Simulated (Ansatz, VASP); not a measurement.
**One calculation of MoS2, two programs**

```
S Mo
1.0
     3.11688    0.00000    0.00000
    -1.55844    2.69930    0.00000
     0.00000    0.00000   30.04000
S Mo
2 1
Direct
  0.66667 0.33333 0.23288
  0.66667 0.33333 0.33702
  0.33333 0.66667 0.28495
```

Alike in both runs: functional PBEsol; dispersion D3(BJ); k mesh 12 × 12 × 1; occupations gaussian, width 0.03 eV; no spin polarisation.

Ansatz relaxed the structure, and its values are those at the end. VASP's run is a single point on that final structure, the one shown.

```csv
,VASP,Ansatz
version,VASP 6.6.1,Ansatz 0.2.0
potentials or method,"VASP PAW PBE potentials, release 64 (S, Mo_sv)","scalar-relativistic, plane waves, PAW"
plane-wave cutoff (eV),520,420
valence electrons in the cell,26,26
```

```csv
,VASP,Ansatz,Ansatz less VASP
gap on the k mesh at the Fermi level (eV),1.90,1.90,-0.005
least direct gap on the mesh (eV),1.90,1.90,-0.005
```

Ansatz warned: «pseudo_functional_mismatch».
